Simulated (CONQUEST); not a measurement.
**Ta under changes of volume**

One of the cells (18.010 Å³/atom); the others are scaled copies at fixed shape and fractional positions:

```xyz
2
Lattice="3.3026 0.0000 0.0000 0.0000 3.3026 0.0000 0.0000 0.0000 3.3026" Properties=species:S:1:pos:R:3 pbc="T T T"
Ta    0.0000    0.0000    0.0000
Ta    1.6513    1.6513    1.6513
```

```yaml
Program: CONQUEST 1.3
Functional: PBE
Potentials_or_basis: PseudoDojo NC PBE, DZP, grid of 32 × 32 × 32 points
k_mesh: 8 × 8 × 8
Occupations: fermi-dirac, width 0.05 eV
Spin: no spin polarisation
```

```csv
volume (Å³/atom),energy over the lowest point (meV/atom),pressure (GPa)
16.930,76.52,18.6
17.290,?,?
17.650,17.99,7.8
18.010,4.64,4.3
18.371,0.00,-0.2
18.731,5.30,-4.3
19.091,18.87,-7.6
```

Problem. What does the run at 17.290 Å³/atom give?

Solution. Energy over the lowest point 41.15 meV/atom; pressure 13.1 GPa.

Worked out: A Birch-Murnaghan fit of order 3 (a polynomial in V^(-2/3)) to the other rows has its minimum at 18.35 Å³/atom with B0 = V·E''(V) = 208 GPa (rough, since the energies scatter). It gives 42.00 meV/atom at 17.290 Å³/atom, against the run's 41.15, and -dE/dV = 13.0 GPa, against 13.1.

Energies are extrapolated to zero smearing.

Caveats: the basis of atomic orbitals isn't converged, which shifts pressures, moduli and gaps.
